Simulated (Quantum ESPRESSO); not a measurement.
## SiC (Moissanite) in Quantum ESPRESSO: convergence with k mesh

Input of the first run (k mesh 2 × 2 × 1); the others differ in this setting and in those tied to it:

The input pw.in:

```
&CONTROL
  calculation = 'scf'
  prefix = 'pwscf'
  outdir = './tmp'
  pseudo_dir = './pseudo'
  tprnfor = .true.
  tstress = .true.
  disk_io = 'nowf'
/
&SYSTEM
  ibrav = 0
  nat = 4
  ntyp = 2
  ecutwfc = 36
  ecutrho = 216
  nbnd = 14
  occupations = 'smearing'
  smearing = 'fd'
  degauss = 0.00367493
/
&ELECTRONS
  conv_thr = 8d-10
  electron_maxstep = 120
  mixing_beta = 0.5
/
ATOMIC_SPECIES
Si    28.0850 Si.GGA_PBE-JTH.UPF
C     12.0110 C.GGA_PBE-JTH.UPF
CELL_PARAMETERS angstrom
   3.0760000000    0.0000000000    0.0000000000
  -1.5380000000    2.6638941420    0.0000000000
   0.0000000000    0.0000000000    5.0480000000
ATOMIC_POSITIONS crystal
Si     0.6666666667    0.3333333333    0.5000000000
Si     0.3333333333    0.6666666667    0.0000000000
C      0.6666666667    0.3333333333    0.8850000000
C      0.3333333333    0.6666666667    0.3850000000
K_POINTS automatic
2 2 1 0 0 0
```

Potentials or basis: JTH 2.0 PBE.

Command:

```console
$ OMP_NUM_THREADS=1 pw.x -in pw.in > pw.out
```

Hardware: 1 thread of Intel(R) Xeon(R) Processor @ 2.70GHz, with other jobs on the host.

The values tried are 2 × 2 × 1, 3 × 3 × 2, 4 × 4 × 2, 6 × 6 × 3, 8 × 8 × 4, 9 × 9 × 4, 10 × 10 × 5, 12 × 12 × 6, 14 × 14 × 7, loosest first. From which on does the energy stay within 1 meV/atom of the tightest run that finished?

From 8 × 8 × 4 on.

```tsv
k mesh	energy less the tightest run, at zero smearing (meV/atom)	largest force (eV/Å)	gap on the mesh (eV)	SCF cycles	CPU time (s)	peak memory (GiB)
2 × 2 × 1	386.69	0.234	2.491	10	3.9	0.05
3 × 3 × 2	123.05	0.581	2.266	10	6.6	0.05
4 × 4 × 2	29.79	0.680	2.569	9	5.1	0.05
6 × 6 × 3	4.31	0.747	2.327	9	5.9	0.05
8 × 8 × 4	0.12	0.747	2.588	9	10	0.05
9 × 9 × 4	-0.06	0.748	2.332	10	11	0.05
10 × 10 × 5	0.06	0.749	2.489	9	15	0.06
12 × 12 × 6	0.00	0.749	2.332	9	20	0.06
14 × 14 × 7	0.00	0.749	2.416	9	22	0.07
```

Against the tightest run, the largest force stays within 0.005 eV/Å from 6 × 6 × 3 on. Not settled before the last step: the gap on the mesh (to 0.01 eV). Meshes of other sizes hit other points, so gaps and Fermi surfaces needn't settle smoothly. The tightest run that finished is the yardstick and may itself not be fully converged.

Caveat, for the tightest run too: an odd mesh through Γ misses points on the zone boundary, where band edges often lie.
